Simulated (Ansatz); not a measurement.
# SnSe2 in Ansatz: the effect of functional

SnSe2:

```
Sn Se
1.0
     3.75949    0.00000    0.00000
    -1.87975    3.25582    0.00000
     0.00000    0.00000    6.05307
Sn Se
1 2
Cartesian
  0.0000 0.0000 0.0000
  1.8797 1.0853 4.5459
  0.0000 2.1705 1.5072
```

The cell isn't the ideal one: volume scaled by 0.96.

Alike in all runs:

```yaml
Program: Ansatz 0.2.0
Task: single point
Potentials_or_basis: Ansatz PAW
k_mesh: 8 × 8 × 5
Occupations: fermi-dirac, width 0.05 eV
Spin: no spin polarisation
```

```tsv
functional	cutoff	gap on the mesh (eV)	pressure (GPa)	largest force (eV/Å)
LDA	420 eV (not typed: the program's choice for these potentials)	0.73	4.1	0.89
r2SCAN	500 eV (not typed: the program's choice for these potentials)	?	?	?
PBE	420 eV (not typed: the program's choice for these potentials)	0.86	9.2	1.23
```

Problem. What does the run with functional r2SCAN give?

Solution. gap on the mesh 1.16 eV; pressure 7.3 GPa; largest force 0.95 eV/Å.

Caveats: odd divisions of the mesh miss points on the zone boundary, where band edges often lie, so the gap on the mesh can be too wide; spin-orbit coupling is left out, which moves the levels of the heavy elements; the PAW data sets come from PBE, with cores solved anew for the run's functional, which leaves a small shift of forces and pressure (some runs); this functional lacks dispersion, which binds the layers, so the pressure and a relaxed spacing across them are unreliable (some runs); forces of over 1 eV/Å show positions far from the minimum, so gaps and moduli don't describe the material at rest (some runs).

A k mesh can miss the band edges.
